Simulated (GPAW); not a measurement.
The system is Mg3Sb2.

```
Sb Mg
1.0
     4.58200    0.00000    0.00000
    -2.29100    3.96813    0.00000
     0.00000    0.00000    7.24400
Sb Mg
2 3
Direct
  0.66667 0.33333 0.76500
  0.33333 0.66667 0.23500
  0.00000 0.00000 0.00000
  0.66667 0.33333 0.37000
  0.33333 0.66667 0.63000
```

Base run:

```yaml
Program: GPAW 26.7.0
Functional: PBEsol
Potentials_or_basis: PAW data sets generated in the run's folder for this functional
Cutoff: 800 eV
Basis: pw
k_mesh: 5 × 5 × 3
Occupations: fermi-dirac, width 0.05 eV
Spin: no spin polarisation
```

Its results: band gap on the k mesh 0.22 eV, indirect (least direct gap 1.12 eV); pressure -0.6 GPa; largest force 0.433 eV/Å.

Task: After a change of settings the same cell gave: band gap on the k mesh 0.15 eV, indirect (least direct gap 1.02 eV); pressure -2.0 GPa; largest force 0.328 eV/Å. Which change was it?
A. functional from PBEsol to PBE; potentials or basis from PAW data sets generated in the run's folder for this functional to GPAW PAW data sets (gpaw-data 1.2.1)
B. k mesh from 5 × 5 × 3 to 7 × 7 × 4
C. functional from PBEsol to LDA; potentials or basis from PAW data sets generated in the run's folder for this functional to the program's PAW data sets (release 1.2.1) made for this functional
D. functional from PBEsol to r2SCAN; potentials or basis from PAW data sets generated in the run's folder for this functional to GPAW PAW data sets (gpaw-data 1.2.1)

Result: C.

Caveats: spin-orbit coupling is left out, which moves the levels of the heavy elements.

Not every run made on this cell is shown here.
